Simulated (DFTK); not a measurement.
The system is Ba.

```
CELL_PARAMETERS angstrom
0.00000 3.23267 3.23267
3.23267 0.00000 3.23267
3.23267 3.23267 0.00000
ATOMIC_POSITIONS crystal
Ba 0.00000 0.00000 0.00000
```

This isn't the form of Ba at room conditions, which is bcc.

```yaml
Program: DFTK 0.8.2
Task: single point
Functional: PBE
Potentials_or_basis: dojo.nc.sr.pbe.v0_4_1.standard.upf (PBE)
Cutoff: 762 eV
k_mesh: 7 × 7 × 7
Occupations: fermi-dirac, width 0.05 eV
Spin: no spin polarisation
```

On this cell: pressure -0.3 GPa; band gap on the k mesh none (metal or under the smearing width).

The same run follows on a disturbed copy (cell strained at random at fixed volume):

```
Ba
1.0
     0.03420    3.27748    3.27155
     3.18311    0.03534    3.27040
     3.19681    3.29003    0.02165
Ba
1
Direct
  0.00542 0.99204 0.00059
```

Problem. What changes?

Solution. The energy (extrapolated to zero smearing) moves by +0.8 meV/atom; pressure -0.3 GPa; band gap on the k mesh none (metal or under the smearing width).

Stress tensor (GPa, compression positive):
```
-0.30 -0.15 -0.07
-0.15 -0.34 -0.06
-0.07 -0.06 -0.34
```

Caveats: this release of the barium file is off.
